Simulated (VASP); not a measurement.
# InSb (F-43m) in VASP: a series of runs

Aim: see how the results for InSb move with the level of theory and the settings. Levels: PBEsol, LDA, PBE, PBE+D3(BJ). Tasks: relaxation of cell and atoms.

All numbers are computed with VASP 6.6.1; they aren't measurements. Logs are shortened: lines on timing, memory, paths and dates and some standing lists are left out, and cuts for length are marked.

## 1. The crystal as given

It takes space group F-43m (No. 216, cubic). Conventional cell: a = 6.633 Å, b = 6.633 Å, c = 6.633 Å, α = 90.00°, β = 90.00°, γ = 90.00°. In (site symmetry -43m) is surrounded by 4 Sb at 2.87 Å. Around Sb (site symmetry -43m) lie 4 In at 2.87 Å.

The cell is a database's computed one.

## 2. Relaxation of cell and atoms, PBEsol

Input file INCAR:

```
SYSTEM = InSb
PREC = Accurate
ENCUT = 600
EDIFF = 1E-7
ISMEAR = 0
SIGMA = 0.1
LREAL = .False.
LASPH = .True.
NELM = 80
ALGO = Normal
ISIF = 3
LWAVE = .False.
LCHARG = .False.
GGA = PS
IBRION = 2
NSW = 90
EDIFFG = -0.005
```

Input file KPOINTS:

```
Automatic mesh
0
Gamma
  12 12 12
  0 0 0
```

Input file POSCAR:

```
InSb
1.0
    0.0000000000      3.3166107100      3.3166107100
    3.3166107100      0.0000000000      3.3166107100
    3.3166107100      3.3166107100      0.0000000000
In Sb
1 1
Direct
    0.0000000000      0.0000000000      0.0000000000
    0.7500000000      0.7500000000      0.7500000000
```

Potentials or basis: VASP PAW PBE potentials, release 64 (In_d, Sb).

Started as:

```console
$ cat potpaw_PBE.64/In_d/POTCAR potpaw_PBE.64/Sb/POTCAR > POTCAR
$ mpirun -np 1 vasp_std > vasp.out
```

OUTCAR:

```text
SYSTEM = InSb
   PREC = Accurate
   ENCUT = 600
   EDIFF = 1E-7
   ISMEAR = 0
   LREAL = .False.
   LASPH = .True.
   NELM = 80
   ISIF = 3
   GGA = PS
   IBRION = 2
   NSW = 90
   EDIFFG = -0.005

 ion  position               nearest neighbor table
   1  0.000  0.000  0.000-   2 2.87   2 2.87   2 2.87   2 2.87
   2  0.750  0.750  0.750-   1 2.87   1 2.87   1 2.87   1 2.87

  LATTYP: Found a face centered cubic cell.
 ALAT       =     6.6332214200

  Lattice vectors:

 A1 = (   0.0000000000,   3.3166107100,   3.3166107100)
 A2 = (   3.3166107100,   0.0000000000,   3.3166107100)
 A3 = (   3.3166107100,   3.3166107100,   0.0000000000)

Analysis of symmetry for initial positions (statically):
=====================================================================
 Subroutine PRICEL returns:
 Original cell was already a primitive cell.

 Routine SETGRP: Setting up the symmetry group for a
 face centered cubic supercell.

 Subroutine GETGRP returns: Found 24 space group operations
 (whereof 24 operations were pure point group operations)
 out of a pool of 48 trial point group operations.

The static configuration has the point symmetry T_d .

Analysis of symmetry for dynamics (positions and initial velocities):
=====================================================================
 Subroutine PRICEL returns:
 Original cell was already a primitive cell.

 Routine SETGRP: Setting up the symmetry group for a
 face centered cubic supercell.

 Subroutine GETGRP returns: Found 24 space group operations
 (whereof 24 operations were pure point group operations)
 out of a pool of 48 trial point group operations.

The dynamic configuration has the point symmetry T_d .

 Subroutine INISYM returns: Found 24 space group operations
 (whereof 24 operations are pure point group operations),
 and found     1 'primitive' translations

----------------------------------------------------------------------------------------

                                     Primitive cell

  volume of cell :      72.9648

  direct lattice vectors                    reciprocal lattice vectors
     0.000000000  3.316610710  3.316610710    -0.150756312  0.150756312  0.150756312
     3.316610710  0.000000000  3.316610710     0.150756312 -0.150756312  0.150756312
     3.316610710  3.316610710  0.000000000     0.150756312  0.150756312 -0.150756312

  length of vectors
     4.690395847  4.690395847  4.690395847     0.261117592  0.261117592  0.261117592

  position of ions in fractional coordinates (direct lattice)
     0.000000000  0.000000000  0.000000000
     0.750000000  0.750000000  0.750000000

  ion indices of the primitive-cell ions
   primitive index   ion index
                 1           1
                 2           2

----------------------------------------------------------------------------------------

 KPOINTS: Automatic mesh

Automatic generation of k-mesh.
 Grid dimensions read from file:
 generate k-points for:   12   12   12

 Generating k-lattice:

  Cartesian coordinates                     Fractional coordinates (reciprocal lattice)
    -0.012563026  0.012563026  0.012563026     0.083333333  0.000000000  0.000000000
     0.012563026 -0.012563026  0.012563026     0.000000000  0.083333333  0.000000000
     0.012563026  0.012563026 -0.012563026     0.000000000  0.000000000  0.083333333

  Length of vectors
     0.021759799  0.021759799  0.021759799

  Shift w.r.t. Gamma in fractional coordinates (k-lattice)
     0.000000000  0.000000000  0.000000000

 Subroutine IBZKPT returns following result:
 ===========================================

 Found     72 irreducible k-points:

 Following reciprocal coordinates:
            Coordinates               Weight
  0.000000  0.000000  0.000000      1.000000
  0.083333  0.000000  0.000000      8.000000
  0.166667  0.000000  0.000000      8.000000
  0.250000  0.000000  0.000000      8.000000
  0.333333  0.000000  0.000000      8.000000
  0.416667  0.000000  0.000000      8.000000
[... 16 lines left out ...]
  0.500000  0.166667  0.000000     24.000000
 -0.416667  0.166667  0.000000     24.000000
 [... further k-points ...]
   k-points           NKPTS =     72   k-points in BZ     NKDIM =     72   number of bands    NBANDS=     13
   number of dos      NEDOS =    301   number of ions     NIONS =      2
   total plane-waves  NPLWV =  64000
   dimension x,y,z NGX =    40 NGY =   40 NGZ =   40
   dimension x,y,z NGXF=    80 NGYF=   80 NGZF=   80
   ions per type =               1   1
   NGX,Y,Z   is equivalent  to a cutoff of  14.18, 14.18, 14.18 a.u.
   NGXF,Y,Z  is equivalent  to a cutoff of  28.36, 28.36, 28.36 a.u.
 SYSTEM =  InSb
   PREC   = accura    normal or accurate (medium, high low for compatibility)
   ISTART =      0    job   : 0-new  1-cont  2-samecut
   ICHARG =      2    charge: 1-file 2-atom 10-const
   ISPIN  =      1    spin polarized calculation?
   LNONCOLLINEAR =      F non collinear calculations
   LSORBIT =      F    spin-orbit coupling
   LASPH  =      T    aspherical Exc in radial PAW
   ENCUT  =  600.0 eV  44.10 Ry    6.64 a.u.   9.37  9.37  9.37*2*pi/ulx,y,z
   NELM   =     80;   NELMIN=  2; NELMDL= -5     # of ELM steps
   EDIFF  = 0.1E-06   stopping-criterion for ELM
   LREAL  =      F    real-space projection
   EDIFFG = -.5E-02   stopping-criterion for IOM
   NSW    =     90    number of steps for IOM
   IBRION =      2    ionic relax: 0-MD 1-quasi-New 2-CG
   NFREE  =      1    steps in history (QN), initial steepest desc. (CG)
   ISIF   =      3    stress and relaxation
   ISYM   =      2    0-nonsym 1-usesym 2-fastsym
   POTIM  = 0.5000    time-step for ionic-motion
   TEBEG  =    0.0;   TEEND  =   0.0 temperature during run
   PSTRESS=    0.0 pullay stress
   NELECT =      18.0000    total number of electrons
   NUPDOWN=      -1.0000    fix difference up-down
   EMIN   =  10.00;   EMAX   =-10.00  energy-range for DOS
   EFERMI =   0.00;   METHOD = LEGACY
   ISMEAR =     0;   SIGMA  =   0.10  broadening in eV -4-tet -1-fermi 0-gaus
   EFERMI_NEDOS =   21; number of points for ismear=-14 and -15
   IALGO  =     38    algorithm
   IMIX   =      4    mixing-type and parameters
     AMIX     =   0.40;   BMIX     =  1.00
     AMIX_MAG =   1.60;   BMIX_MAG =  1.00
  volume/ion in A,a.u.               =      36.48       246.20
  Fermi-wavevector in a.u.,A,eV,Ry     =   1.026742  1.940260 14.343239  1.054198
  Thomas-Fermi vector in A             =   2.160650
   LORBIT       =      0    0 simple, 1 ext, 2 COOP (PROOUT), +10 PAW based schemes
   GGA     = PS    functional components
   LHFCALC =     F    Hartree Fock is set to
   AEXX    =    0.0000 exact exchange contribution
   IVDW    =     0    specifies the selected vdW correction
   LEPSILON=     F    determine dielectric tensor
   LRPA    =     F    only Hartree local field effects (RPA)
 conjugate gradient relaxation of ions
 non-spin polarized calculation
 Gauss-broadening in eV      SIGMA  =   0.10
  energy-cutoff  :      600.00
  volume of cell :       72.96
 maximum number of plane-waves:      2468
 NGX is ok and might be reduce to    40
   NGX = 19   NGY = 19   NGZ = 19

--------------------------------------- Ionic step        1  -------------------------------------------

 number of electron      18.0000000 magnetization

 Free energy of the ion-electron system (eV)
  ---------------------------------------------------
  ext. energy  EPLUGINS =         0.00000000
  ---------------------------------------------------
  free energy    TOTEN  =        -7.67807674 eV

  energy without entropy =       -7.67792315  energy(sigma->0) =       -7.67799994

 E-fermi :   4.3070     XC(G=0):  -8.5714

 val. band max:        4.2460952304   @ k =   0.0000   0.0000   0.0000
 cond. band min:       4.6017931306   @ k =   0.5000   0.0000   0.0000
 fundamental gap:      0.3556979001
 Fermi energy:         4.3070176562

 k-point     1 :       0.0000    0.0000    0.0000
  band No.  band energies     occupation
      1     -10.1569      2.00000
      2     -10.1569      2.00000
      3     -10.1569      2.00000
      4     -10.0886      2.00000
      5     -10.0886      2.00000
      6      -6.0755      2.00000
      7       3.5929      2.00000
      8       4.2461      1.61108
      9       4.2461      1.61108
     10       4.2461      1.61108
     11       7.1825      0.00000
     12       7.1825      0.00000
     13       7.1825      0.00000

 k-point     2 :       0.0833    0.0000    0.0000
  band No.  band energies     occupation
      1     -10.1594      2.00000
      2     -10.1558      2.00000
      3     -10.1558      2.00000
      4     -10.0887      2.00000
      5     -10.0887      2.00000
      6      -6.0182      2.00000
      7       2.8213      2.00000
      8       4.1574      1.96563
      9       4.1574      1.96563
     10       4.7500      0.00000
     11       7.2740      0.00000
[... 412 lines left out ...]
 POSITION                                       TOTAL-FORCE (eV/Angst)
 -----------------------------------------------------------------------------------
      3.24597      0.00000      3.24597        -0.000000      0.000000      0.000000
      4.86895      4.86895      4.86895         0.000000     -0.000000     -0.000000
 -----------------------------------------------------------------------------------
    total drift:                                0.000000      0.000000      0.000000

  FREE ENERGIE OF THE ION-ELECTRON SYSTEM (eV)
  ---------------------------------------------------
  free  energy   TOTEN  =        -7.6995784138 eV

  energy  without entropy=       -7.6994328634  energy(sigma->0) =       -7.69950564

--------------------------------------- Ionic step        3  -------------------------------------------

 number of electron      17.9999999 magnetization

 Free energy of the ion-electron system (eV)
  ---------------------------------------------------
  ext. energy  EPLUGINS =         0.00000000
  ---------------------------------------------------
  free energy    TOTEN  =        -7.70125389 eV

  energy without entropy =       -7.70110656  energy(sigma->0) =       -7.70118022

 E-fermi :   4.8162     XC(G=0):  -8.7871

 val. band max:        4.7599116374   @ k =   0.0000   0.0000   0.0000
 cond. band min:       5.1986171562   @ k =   0.5000   0.0000   0.0000
 fundamental gap:      0.4387055188
 Fermi energy:         4.8161791784

 k-point     1 :       0.0000    0.0000    0.0000
  band No.  band energies     occupation
      1      -9.7395      2.00000
      2      -9.7395      2.00000
      3      -9.7395      2.00000
      4      -9.6583      2.00000
      5      -9.6583      2.00000
      6      -5.8679      2.00000
      7       4.3899      2.00000
      8       4.7599      1.57382
      9       4.7599      1.57382
     10       4.7599      1.57382
     11       7.6937      0.00000
     12       7.6937      0.00000
     13       7.6937      0.00000

 k-point     2 :       0.0833    0.0000    0.0000
  band No.  band energies     occupation
      1      -9.7426      2.00000
      2      -9.7381      2.00000
      3      -9.7381      2.00000
      4      -9.6584      2.00000
      5      -9.6584      2.00000
      6      -5.8059      2.00000
      7       3.4419      2.00000
      8       4.6622      1.97059
      9       4.6622      1.97059
     10       5.4041      0.00000
     11       7.8075      0.00000
[... 376 lines left out ...]
 POSITION                                       TOTAL-FORCE (eV/Angst)
 -----------------------------------------------------------------------------------
      0.00000      0.00000      0.00000        -0.000000     -0.000000     -0.000000
      4.89061      4.89061      4.89061         0.000000      0.000000      0.000000
 -----------------------------------------------------------------------------------
    total drift:                                0.000000      0.000000      0.000000

  FREE ENERGIE OF THE ION-ELECTRON SYSTEM (eV)
  ---------------------------------------------------
  free  energy   TOTEN  =        -7.7012538883 eV

  energy  without entropy=       -7.7011065570  energy(sigma->0) =       -7.70118022

 reached required accuracy - stopping structural energy minimisation
```

It took 2.1 min on 1 thread of Intel Xeon 6975P-C (Granite Rapids), shared host; peak memory 0.3 GiB.

What came out:

```yaml
Free_energy: -7.7013 eV
Relaxed_volume: 34.66 Å³/atom
Relaxed_cell: a = 4.611 Å, b = 4.611 Å, c = 4.611 Å, α = 60.00°, β = 60.00°, γ = 60.00°
Space_group_after_relaxing_to_0.05_Å: F-43m (No. 216)
Energy_gained_by_relaxing: 11.6 meV/atom
Ionic_steps: 3
Pressure_after_relaxing: 0.0 GPa
Band_gap_on_the_k_mesh: none (metal or under the smearing width)
```

The path:
| step | energy change (eV) | largest force (eV/Å) | pressure (GPa) | volume (Å³) |
| --- | --- | --- | --- | --- |
| 1 | 0.0000 | 0.0000 | -1.94 | 72.96 |
| 2 | -0.0215 | 0.0000 | 0.59 | 68.40 |
| 3 | -0.0232 | 0.0000 | 0.00 | 69.32 |

Final structure:
```cif
data_structure
_symmetry_space_group_name_H-M 'P 1'
_symmetry_Int_Tables_number 1
_cell_length_a 4.6109
_cell_length_b 4.6109
_cell_length_c 4.6109
_cell_angle_alpha 60.000
_cell_angle_beta 60.000
_cell_angle_gamma 60.000
_cell_volume 69.32
loop_
_atom_site_label
_atom_site_type_symbol
_atom_site_fract_x
_atom_site_fract_y
_atom_site_fract_z
_atom_site_occupancy
In1 In 0.00000 0.00000 0.00000 1
Sb1 Sb 0.75000 0.75000 0.75000 1
```

Caveat: the PAW data sets were made with another functional, which shifts forces and pressure a little; this crystal is a semiconductor, whose small gap the functional closes, so the metal is an error of the method.

## 3. Relaxation of cell and atoms, LDA

Changes to INCAR since step 2:

```diff
@@ -13,3 +13,2 @@
 LCHARG = .False.
-GGA = PS
 IBRION = 2
```

KPOINTS is that of step 2.

POSCAR is that of step 2.

Potentials or basis: VASP PAW LDA potentials, release 64 (In_d, Sb).

Started as:

```console
$ cat potpaw_LDA.64/In_d/POTCAR potpaw_LDA.64/Sb/POTCAR > POTCAR
$ mpirun -np 1 vasp_std > vasp.out
```

It took 93 s on 1 thread of Intel Xeon 6975P-C (Granite Rapids), shared host; peak memory 0.26 GiB.

The run converged. Its results:

- Free energy: -8.2170 eV
- Relaxed volume: 33.62 Å³/atom
- Relaxed cell: a = 4.564 Å, b = 4.564 Å, c = 4.564 Å, α = 60.00°, β = 60.00°, γ = 60.00°
- Space group after relaxing (to 0.05 Å): F-43m (No. 216)
- Energy gained by relaxing: 30.2 meV/atom
- Ionic steps: 3
- Pressure after relaxing: 0.0 GPa
- Band gap on the k mesh: none (metal or under the smearing width)

The path:
```csv
step,energy change (eV),largest force (eV/Å),pressure (GPa),volume (Å³)
1,0.0000,0.0000,-3.13,72.96
2,-0.0550,0.0000,1.16,65.69
3,-0.0605,0.0000,-0.01,67.24
```

Final structure:
```yaml
crystal:
  lattice:
    - [0.00000, 3.22752, 3.22752]
    - [3.22752, 0.00000, 3.22752]
    - [3.22752, 3.22752, 0.00000]
  atoms:
    - { symbol: In, position: [0.00000, 0.00000, 0.00000] }
    - { symbol: Sb, position: [0.75000, 0.75000, 0.75000] }
```

Levels at points of the mesh, in eV from the Fermi level:
```tsv
k point	band 6	band 7	band 8	band 9	band 10	band 11	band 12	band 13
(0.00, 0.00, 0.00)	-10.90	-0.36	-0.05	-0.05	-0.05	2.86	2.86	2.86
(0.50, 0.00, 0.00)	-9.50	-5.78	-1.08	-1.08	0.39	3.71	3.71	5.88
(0.50, 0.50, 0.00)	-8.87	-6.08	-2.37	-2.37	1.18	1.19	8.05	8.05
```

Caveat: this crystal is a semiconductor, whose small gap the functional closes, so the metal is an error of the method. The run has no spin-orbit coupling, so splittings on Sb are missing.

## 4. Relaxation of cell and atoms, PBE

Changes to INCAR since step 3:

```diff
@@ -13,2 +13,3 @@
 LCHARG = .False.
+GGA = PE
 IBRION = 2
```

KPOINTS is that of step 3.

POSCAR is that of step 3.

Potentials or basis: VASP PAW PBE potentials, release 64 (In_d, Sb).

Started as:

```console
$ cat potpaw_PBE.64/In_d/POTCAR potpaw_PBE.64/Sb/POTCAR > POTCAR
$ mpirun -np 1 vasp_std > vasp.out
```

It took 63 s on 1 thread of Intel Xeon 6975P-C (Granite Rapids), shared host; peak memory 0.3 GiB.

The run converged. Its results:

```yaml
Free_energy: -6.9532 eV
Relaxed_volume: 36.52 Å³/atom
Relaxed_cell: a = 4.692 Å, b = 4.692 Å, c = 4.692 Å, α = 60.00°, β = 60.00°, γ = 60.00°
Space_group_after_relaxing_to_0.05_Å: F-43m (No. 216)
Energy_gained_by_relaxing: 0.0 meV/atom
Ionic_steps: 2
Pressure_after_relaxing: 0.0 GPa
Band_gap_on_the_k_mesh: none (metal or under the smearing width)
```

Final structure:
```xyz
2
Lattice="0.0000 3.3176 3.3176 3.3176 0.0000 3.3176 3.3176 3.3176 0.0000" Properties=species:S:1:pos:R:3 pbc="T T T"
In    0.0000    0.0000    0.0000
Sb    4.9764    4.9764    4.9764
```

Levels at points of the mesh, in eV from the Fermi level:
| k point | band 6 | band 7 | band 8 | band 9 | band 10 | band 11 | band 12 | band 13 |
| --- | --- | --- | --- | --- | --- | --- | --- | --- |
| (0.00, 0.00, 0.00) | -10.35 | -0.65 | -0.06 | -0.06 | -0.06 | 2.90 | 2.90 | 2.90 |
| (0.50, 0.00, 0.00) | -9.15 | -5.36 | -0.96 | -0.96 | 0.36 | 3.74 | 3.74 | 6.06 |
| (0.50, 0.50, 0.00) | -8.63 | -5.68 | -2.10 | -2.10 | 1.30 | 1.41 | 7.67 | 7.67 |

Caveat: this crystal is a semiconductor, whose small gap the functional closes, so the metal is an error of the method.

## 5. Relaxation of cell and atoms, PBE+D3(BJ)

Changes to INCAR since step 4:

```diff
@@ -14,2 +14,3 @@
 GGA = PE
+IVDW = 12
 IBRION = 2
```

KPOINTS is that of step 4.

POSCAR is that of step 4.

Started as:

```console
$ cat potpaw_PBE.64/In_d/POTCAR potpaw_PBE.64/Sb/POTCAR > POTCAR
$ mpirun -np 1 vasp_std > vasp.out
```

Wall time 1.7 min (1 thread of Intel Xeon 6975P-C (Granite Rapids), shared host); peak memory 0.31 GiB.

The run converged. Its results:

| Quantity | Value |
| --- | --- |
| Free energy | -7.5807 eV |
| Relaxed volume | 35.03 Å³/atom |
| Relaxed cell | a = 4.627 Å, b = 4.627 Å, c = 4.627 Å, α = 60.00°, β = 60.00°, γ = 60.00° |
| Space group after relaxing (to 0.05 Å) | F-43m (No. 216) |
| Energy gained by relaxing | 7.2 meV/atom |
| Ionic steps | 3 |
| Pressure after relaxing | 0.0 GPa |
| Band gap on the k mesh | none (metal or under the smearing width) |
| Dispersion energy per atom | -0.321 eV |

Step by step:
```tsv
step	energy change (eV)	largest force (eV/Å)	pressure (GPa)	volume (Å³)
1	0.0000	0.0000	-1.53	72.96
2	-0.0135	0.0000	0.44	69.36
3	-0.0144	0.0000	0.00	70.06
```

Final structure:
```cif
data_structure
_symmetry_space_group_name_H-M 'P 1'
_symmetry_Int_Tables_number 1
_cell_length_a 4.6274
_cell_length_b 4.6274
_cell_length_c 4.6274
_cell_angle_alpha 60.000
_cell_angle_beta 60.000
_cell_angle_gamma 60.000
_cell_volume 70.06
loop_
_atom_site_label
_atom_site_type_symbol
_atom_site_fract_x
_atom_site_fract_y
_atom_site_fract_z
_atom_site_occupancy
In1 In 0.00000 0.00000 0.00000 1
Sb1 Sb 0.75000 0.75000 0.75000 1
```

Levels at points of the mesh, in eV from the Fermi level:
| k point | band 7 | band 8 | band 9 | band 10 | band 11 | band 12 |
| --- | --- | --- | --- | --- | --- | --- |
| (0.00, 0.00, 0.00) | -0.42 | -0.06 | -0.06 | -0.06 | 2.91 | 2.91 |
| (0.50, 0.00, 0.00) | -5.54 | -1.02 | -1.02 | 0.43 | 3.75 | 3.75 |
| (0.50, 0.50, 0.00) | -5.85 | -2.22 | -2.22 | 1.29 | 1.34 | 7.92 |

Caveat: pairwise dispersion overbinds metals, which lowers pressure and volume; this crystal is a semiconductor, whose small gap the functional closes, so the metal is an error of the method. The run has no spin-orbit coupling, so splittings on Sb are missing.

## 6. Overview

```tsv
level	potentials or basis	gap on the mesh (eV)	pressure (GPa)	relaxed volume (Å³/atom)
PBEsol	VASP PAW PBE potentials, release 64 (In_d, Sb)	none	0.0	34.66
LDA	VASP PAW LDA potentials, release 64 (In_d, Sb)	none	0.0	33.62
PBE	VASP PAW PBE potentials, release 64 (In_d, Sb)	none	0.0	36.52
PBE+D3(BJ)	VASP PAW PBE potentials, release 64 (In_d, Sb)	none	0.0	35.03
```

Alike in all rows: task relaxation of cell and atoms; no spin polarisation; cell relaxed; k mesh 12 × 12 × 12; cutoff (eV) 600; smearing gaussian 0.1 eV.

Caveats: this crystal is a semiconductor, whose small gap the functional closes, so the metal is an error of the method; the PAW data sets were made with another functional, which shifts forces and pressure a little (some runs); pairwise dispersion overbinds metals, which lowers pressure and volume (some runs).

Total energies depend on the potentials used, so only differences within one code and one set of settings carry meaning.
